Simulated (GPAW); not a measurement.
# Magnetic state of Co2 Re5 Co2 0001 from several starts, part 2 of 2

A self-consistent run ends on one state, which hangs on the start. Several orders of Co2 Re5 Co2 0001 are started in GPAW and their energies compared.

GPAW 26.7.0; PBE; plane waves with GPAW's PAW setups, scalar-relativistic.

So far. Step 2 (Order 1, typed as ferro ++++): After 47 cycles the largest moment stands at 1.88 μB.

### Step 3. Run 2 (antiferro ++--)

An opposed order shows whether the pairs that it reverses prefer unlike signs.

order2.py reads:

```python
import json
import numpy as np
from ase import Atoms
from ase.parallel import paropen, parprint
from gpaw import GPAW

atoms = Atoms(['Co', 'Co', 'Re', 'Re', 'Re', 'Re', 'Re', 'Co', 'Co'],
    cell=[[2.761, 0.0, 0.0],
         [-1.3805, 2.391096, 0.0],
         [0.0, 0.0, 28.177366]],
    scaled_positions=[[0.0, 0.0, 0.212937],
         [0.333333, 0.666667, 0.272607],
         [0.0, 0.0, 0.341954],
         [0.333333, 0.666667, 0.420977],
         [0.0, 0.0, 0.5],
         [0.333333, 0.666667, 0.579023],
         [0.0, 0.0, 0.658046],
         [0.333333, 0.666667, 0.727393],
         [0.0, 0.0, 0.787063]],
    pbc=True,
    magmoms=[1.8, 1.8, 0.0, 0.0, 0.0, 0.0, 0.0, -1.8, -1.8])
atoms.calc = GPAW(mode={'name': 'pw', 'ecut': 450},
    xc='PBE',
    kpts={'size': (20, 20, 1), 'gamma': True},
    occupations={'name': 'fermi-dirac', 'width': 0.05},
    convergence={'density': 1e-05, 'energy': 1e-05},
    maxiter=200,
    mixer={'name': 'pulay', 'beta': 0.03, 'nmaxold': 8, 'weight': 100},
    symmetry={'tolerance': 1e-4},
    txt='order2.txt')
e = atoms.get_potential_energy(force_consistent=True)
res = {'free_energy': e, 'energy_sigma0': atoms.get_potential_energy(), 'fermi_energy': atoms.calc.get_fermi_level()}
res['moments'] = atoms.get_magnetic_moments().tolist()
res['total'] = atoms.get_magnetic_moment()
parprint('site moments (muB):', np.round(res['moments'], 3))
parprint(f"total moment: {res['total']:.3f} muB")
parprint(f'free energy: {e:.6f} eV')
atoms.calc.write('order2.gpw')
with paropen('results.json', 'w') as f:
    json.dump(res, f)
```

On the command line:

```sh
$ OMP_NUM_THREADS=1 mpirun -n 4 gpaw python order2.py > order2.log
```

Numbers of over 12 decimals in the logs are rounded to 6 here.

What it wrote:

```text
site moments (muB): [ 1.875  1.33  -0.064 -0.003  0.     0.003  0.064 -1.33  -1.875]
total moment: -0.000 muB
free energy: -87.723090 eV

--- order2.txt ---
Input parameters:
  mode=PW(ecut=450),
  convergence={'density': 1e-05, 'energy': 1e-05},
  kpts=MonkhorstPack(size=(20, 20, 1), gamma=True),
  maxiter=200,
  mixer=Pulay(name='pulay', nmaxold=8, beta=0.03, weight=100, sigma=0.015, g_ss=None),
  occupations=Occupations(name='fermi-dirac', width=0.05),
  symmetry=Symmetry(tolerance=0.0001),
  xc=XC(name='PBE')

Diagonalizing LCAO Hamiltonian
Converting LCAO to pw mode

       Co

        Co

       Re

        Re

       Re

        Re

       Re

        Co

       Co

Atoms  # Å, Bohr magnetons
|   | symbol |         x |        y |         z |    initial magnetic moments |
|---|--------|-----------|----------|-----------|-----------------------------|
| 0 |     Co |  0.000000 | 0.000000 |  6.000004 | ( 0.0000,  0.0000,  1.8000) |
| 1 |     Co | -0.000001 | 1.594065 |  7.681347 | ( 0.0000,  0.0000,  1.8000) |
| 2 |     Re |  0.000000 | 0.000000 |  9.635363 | ( 0.0000,  0.0000,  0.0000) |
| 3 |     Re | -0.000001 | 1.594065 | 11.862023 | ( 0.0000,  0.0000,  0.0000) |
| 4 |     Re |  0.000000 | 0.000000 | 14.088683 | ( 0.0000,  0.0000,  0.0000) |
| 5 |     Re | -0.000001 | 1.594065 | 16.315343 | ( 0.0000,  0.0000,  0.0000) |
| 6 |     Re |  0.000000 | 0.000000 | 18.542003 | ( 0.0000,  0.0000,  0.0000) |
| 7 |     Co | -0.000001 | 1.594065 | 20.496019 | ( 0.0000,  0.0000, -1.8000) |
| 8 |     Co |  0.000000 | 0.000000 | 22.177362 | ( 0.0000,  0.0000, -1.8000) |

Unit cell  # Å
| periodic |         x |        y |         z |   lengths |     angles |
|----------|-----------|----------|-----------|-----------|------------|
|      yes |  2.761000 | 0.000000 |  0.000000 |  2.761000 |  90.000000 |
|      yes | -1.380500 | 2.391096 |  0.000000 |  2.761000 |  90.000000 |
|      yes |  0.000000 | 0.000000 | 28.177366 | 28.177366 | 120.000001 |

Number of symmetries: 6

BZ-sampling:
  Number of BZ points: 400
  Number of IBZ points: 44

  Monkhorst-Pack size: [20, 20, 1]
  Monkhorst-Pack shift: [0.025, 0.025, 0.0]

Plane wave coefficients: 4060
Cutoff: 450.000000 eV

Spin-components: 2 (collinear spins)
Bands:           65
Projectors:      54
Spin-degeneracy: 1
Datatype:        complex128

Parallelization:
  kpt:    4
  domain: 1
  band:   1

Density:
  Valence electrons: 101.0
  Components: 2
  Grid points: [ 14  14 140]
  Charge: 0.0  # |e|

Potential:
  Grid points: [ 14  14 140]

[... setups left out ...]
Reference energy: -2420048.617202  # eV

eigensolver:
  PPCG
  Converge bands: occupied
  niter=2

density mixing:
  Pulay-Mixer
  Linear mixing parameters: 0.03
  Old densities: 8
  Fourier metric: weight=100, sigma=0.015

occupation numbers:
  Fermi-Dirac:
    width: 0.0500  # eV

poisson solver:
  ecut: 3600.000000  # eV

xc functional:
  name: PBE with 2 nearest neighbor stencil

convergence criteria:
- Maximum integral of absolute [dens]ity change: 1e-05 electrons / valence electron
- Maximum [total energy] change in last 3 cyles: 1e-05 eV / valence electron
- Maximum integral of absolute [eigenst]ate change: 4e-08 eV^2 / valence electron
maximum number of iterations: 200

SCF iterations
|iter     |      energy | eigst |  dens |  magmom |
|---------|-------------|-------|-------|---------|
|iter:   1|       0s |  -94.549282 | +0.34 |       |  +0.0000|
|iter:   2|      11s | -145.752055 | +0.52 | -0.73 |  +0.0000|
|iter:   3|      22s |  -89.356948 | -0.24 | -0.48 |  +0.0000|
|iter:   4|      33s |  -89.088985 | -1.11 | -1.13 |  +0.0000|
|iter:   5|      44s |  -88.488753 | -1.73 | -1.13 |  -0.0000|
|iter:   6|      55s |  -87.863511 | -1.30 | -1.20 |  +0.0000|
|iter:   7|      66s |  -87.685620 | -1.92 | -1.31 |  -0.0000|
|iter:   8|      77s |  -87.665721 | -2.98 | -1.40 |  +0.0000|
|iter:   9|      88s |  -87.649467 | -3.43 | -1.40 |  -0.0008|
|iter:  10|      99s |  -87.542937 | -2.25 | -1.41 |  -0.0000|
[... 35 iterations left out ...]
|iter:  46|     471s |  -87.681155c| -7.46c| -4.42 |  +0.0000|
|iter:  47|     476s |  -87.681156c| -7.67c| -4.46 |  -0.0000|
|iter:  48|     482s |  -87.681157c| -7.50c| -4.52 |  +0.0000|
|iter:  49|     487s |  -87.681158c| -7.82c| -4.65 |  -0.0000|
|iter:  50|     492s |  -87.681159c| -7.82c| -4.69 |  +0.0000|
|iter:  51|     497s |  -87.681159c| -8.04c| -4.74 |  +0.0000|
|iter:  52|     503s |  -87.681159c| -8.14c| -4.76 |  -0.0000|
|iter:  53|     508s |  -87.681160c| -8.31c| -4.80 |  -0.0000|
|iter:  54|     513s |  -87.681159c| -8.37c| -4.91 |  -0.0000|
|iter:  55|     518s |  -87.681160c| -8.52c| -5.03c|  -0.0000|

Converged in 55 steps
Energy contributions relative to reference atoms: (reference = -2420048.617202)

Energy contributions:
  Kinetic:          57.942067
  Coulomb:         -59.497756
  Zero:              1.211500
  External:          0.000000
  Xc:              -87.295040
  Entropy:          -0.083861
  Spinorbit:         0.000000
  ----------------------------
  Free energy:     -87.723090
  Extrapolated:    -87.681160

dipole moment: (-33.000043, -31.040641, -0.000052)  # |e|*Ang

Total magnetic moment: (0.000000, 0.000000, -0.000000)

Local magnetic moments
|        x |        y |         z |
|----------|----------|-----------|
| 0.000000 | 0.000000 |  1.875006 |  # Co   0
| 0.000000 | 0.000000 |  1.330199 |  # Co   1
| 0.000000 | 0.000000 | -0.064101 |  # Re   2
| 0.000000 | 0.000000 | -0.003450 |  # Re   3
| 0.000000 | 0.000000 |  0.000000 |  # Re   4
| 0.000000 | 0.000000 |  0.003450 |  # Re   5
| 0.000000 | 0.000000 |  0.064102 |  # Re   6
| 0.000000 | 0.000000 | -1.330200 |  # Co   7
| 0.000000 | 0.000000 | -1.875007 |  # Co   8

Fermi level: 6.619
Eigenvalues  # (at kpt = [-0.000, -0.000, 0.000])
| band index |      eig [eV] | occ [0-1] |      eig [eV] | occ [0-1] |
|------------|---------------|-----------|---------------|-----------|
|          0 |       -35.687 |     1.000 |       -35.687 |     1.000 |
|        ... |               |           |               |           |
|         48 |         5.749 |     1.000 |         5.749 |     1.000 |
|         49 |         5.749 |     1.000 |         5.749 |     1.000 |
|         50 |         6.060 |     1.000 |         6.060 |     1.000 |
|         51 |         6.061 |     1.000 |         6.061 |     1.000 |
|         52 |         6.372 |     0.993 |         6.372 |     0.993 |
|         53 |         6.525 |     0.869 |         6.525 |     0.869 |
|         54 |         6.583 |     0.675 |         6.583 |     0.675 |
|         55 |         6.583 |     0.675 |         6.583 |     0.675 |
|         56 |         7.278 |     0.000 |         7.278 |     0.000 |
|         57 |         7.278 |     0.000 |         7.278 |     0.000 |
|         58 |         7.527 |     0.000 |         7.527 |     0.000 |
|         59 |         7.527 |     0.000 |         7.527 |     0.000 |
|         60 |         7.917 |     0.000 |         7.917 |     0.000 |
|         61 |         8.141 |     0.000 |         8.141 |     0.000 |
|         62 |         8.260 |     0.000 |         8.260 |     0.000 |
|         63 |         8.260 |     0.000 |         8.260 |     0.000 |
|         64 |         9.088 |     0.000 |         9.088 |     0.000 |

No gap
No difference between direct/indirect transitions
```

The job ended after 9 min (4 MPI ranks of Arm Neoverse V1, shared host; peak memory 1.3 GiB; 36 min of CPU time).

Spin moment in the augmentation sphere by atom:

| atom | spin moment in the augmentation sphere (μB) |
| --- | --- |
| Co1 | 1.88 |
| Co2 | 1.33 |
| Re3 | -0.06 |
| Re4 | 0.00 |
| Re5 | 0.00 |
| Re6 | 0.00 |
| Re7 | 0.06 |
| Co8 | -1.33 |
| Co9 | -1.88 |

This step gave:

```yaml
magnetization: 0 μB
final_state: antiferromagnetic
```

It lies 1.94 meV a seeded atom over the first start, and its largest moment is 1.88 μB against 1.88 μB.

### Step 4. Energies of the orders

These are free energies at a smearing of 0.05 eV, so its entropy term is in the differences. They are divided by the number of seeded atoms, so that cells of unlike size compare.

Orders:

| start | final state | typed order kept | energy over the lowest (meV a seeded atom) | largest site moment (μB) | net moment (μB a primitive cell) | mesh matched | CPU time (s) |
| --- | --- | --- | --- | --- | --- | --- | --- |
| ferro ++++ | ferromagnetic | yes | 0 | 1.876 | 6.194 | yes | 2025 |
| antiferro ++-- | antiferromagnetic | yes | 1.937 | 1.875 | 0 | yes | 2160 |

### Step 5. What came out

| Property | Result |
| --- | --- |
| lowest state found | ferromagnetic (typed ferro ++++) |
| largest site moment | 1.88 μB |
| next state | antiferromagnetic, 1.94 meV a seeded atom higher |

**Reading.** The lowest state found is ferromagnetic, reached from the start ferro ++++, with moments up to 1.88 μB. The two lowest states lie so close that the mesh, the functional or spin–orbit coupling could swap them. Only 2 starts are shown; other collinear patterns, canted and longer-period orders are not.

[Logs and program files are shortened in this print: banners, set-up blocks, solver, clock and traceback lines can be left out without a mark of their own.]

[Logs are printed without paths, hosts, clocks, repeated set-up lines and the standing remarks that a program may print on its own settings, such as how far it seeks lower states.]

[Hosts, paths, dates, database ids (printed as entryN), source tags and the programs' standing remarks are cut or masked in the printed files.]

[Where a cell is said to come from a database of computed structures, the database is the Materials Project.]
